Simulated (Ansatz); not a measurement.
# A series in volume per atom on Sn

All results are calculated (Ansatz 0.2.0). Band levels at named k points (names of the unstrained cell) at fixed atoms, from the valence top (v1 top filled band, c1 lowest empty), gap the least over mesh, points and any path between them, spin-unpolarised plane waves, DDH-PBE0 mixes 1/eps_inf of exact exchange.

Cell of the first row (space group Fd-3m, No. 227):
```
cell vectors (Å)
   0.0000     3.2480     3.2480
   3.2480     0.0000     3.2480
   3.2480     3.2480     0.0000
atoms (fractions of the cell vectors)
Sn  0.00000  0.00000  0.00000
Sn  0.25000  0.25000  0.25000
```

Settings of every row: periodic directions 3; functional PBE; spin orbit no; potentials PAW; wave cutoff 420 eV; k mesh 6x6x6; smearing width 0.02 eV.

Point:
| name | a (fraction of the reciprocal vector) | b (fraction of the reciprocal vector) | c (fraction of the reciprocal vector) |
| --- | --- | --- | --- |
| Gamma | 0 | 0 | 0 |
| X | 0.5 | 0 | 0.5 |
| U | 0.625 | 0.25 | 0.625 |
| K | 0.375 | 0.375 | 0.75 |
| L | 0.5 | 0.5 | 0.5 |
| W | 0.5 | 0.25 | 0.75 |

Limits: metal, bands numbered by count; small gap without spin-orbit coupling.

| row | volume per atom (Å³) | band overlap (eV) |
| --- | --- | --- |
| 1 | 34.265 | 0.097 |
| 2 | 34.494 | 0.11 |
| 3 | 35.432 | ? |
| 4 | 35.837 | 0.181 |
| 5 | 38.774 | 0.311 |

Question: what band overlap should row 3 give?

Worked fit of band overlap. Take t = volume per atom − 36, in Å³. The shown rows have t = -1.735, -1.506, -0.163, 2.774. Their means are -0.1575 and 0.1748 eV; the sums about the means are S_tt = 12.9 and S_ty = 0.6093, whose ratio is the slope. Least squares give band overlap = 0.1822 + 0.04723 × t eV. The rows lie off it by -0.003, -0.001, 0.006, -0.002 (root mean square 0.0035 eV). The withheld row has t = -0.568, so the fit gives 0.1822 + 0.04723 × (-0.568) = 0.155 eV.

The calculation gave 0.16 eV. The fit lies 0.005 eV (3.1 % of the value, 2.3 % of the column's range) below it; its largest miss of a shown row is 0.006 eV.
